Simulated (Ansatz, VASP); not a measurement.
**CdS: VASP beside Ansatz**

File INCAR:

```
SYSTEM = CdS
PREC = Accurate
ENCUT = 520
EDIFF = 1E-6
ISMEAR = -1
SIGMA = 0.05
LREAL = .False.
LASPH = .True.
NELM = 100
ALGO = Normal
ISIF = 2
LWAVE = .False.
LCHARG = .False.
GGA = PE
NBANDS = 16
```

File KPOINTS:

```
Automatic mesh
0
Gamma
  8 8 8
  0 0 0
```

Contents of POSCAR:

```
CdS
1.0
    0.0000000000      2.7894750496      2.7894750496
    2.7894750496      0.0000000000      2.7894750496
    2.7894750496      2.7894750496      0.0000000000
Cd S
1 1
Direct
    0.0000000000      0.0000000000      0.0000000000
    0.5000000000      0.5000000000      0.5000000000
```

File input.yaml:

```yaml
crystal:
  lattice:
    - [0.0, 2.7894750496, 2.7894750496]
    - [2.7894750496, 0.0, 2.7894750496]
    - [2.7894750496, 2.7894750496, 0.0]
  atoms:
    - { symbol: Cd, position: [0.0, 0.0, 0.0] }
    - { symbol: S, position: [0.5, 0.5, 0.5] }
kpoints:
  mp_grid: { grid: [8, 8, 8] }
scf:
  occupations: { method: fermi_dirac, width: 0.05 }
hamiltonian:
  xc: pbe
  pseudopotentials: { kind: all_electron, lapw: { basis_error: 0.0005 } }
output:
  forces: true
  stress: true
  eigenvalues: true
```

Change from the starting cell: volume scaled by 1.04.

Alike in both runs: task single point; functional PBE; k mesh 8 × 8 × 8; occupations fermi-dirac, width 0.05 eV; no spin polarisation.

```csv
,VASP,Ansatz
version,VASP 6.6.1,Ansatz 0.2.0
potentials or method,"VASP PAW PBE potentials, release 64 (Cd, S)","all-electron LAPW, scalar-relativistic"
plane-wave cutoff (eV),520,see its input
```

```tsv
	VASP	Ansatz	Ansatz less VASP
gap on the k mesh at the Fermi level (eV)	0.25	0.26	+0.007
least direct gap on the mesh (eV)	1.29	1.31	+0.022
pressure (GPa)	-2.6	-2.9	-0.29
```

Ansatz ran all-electron here, so the differences hold the error of VASP's frozen core and of both bases.

A k mesh can miss the band edges.
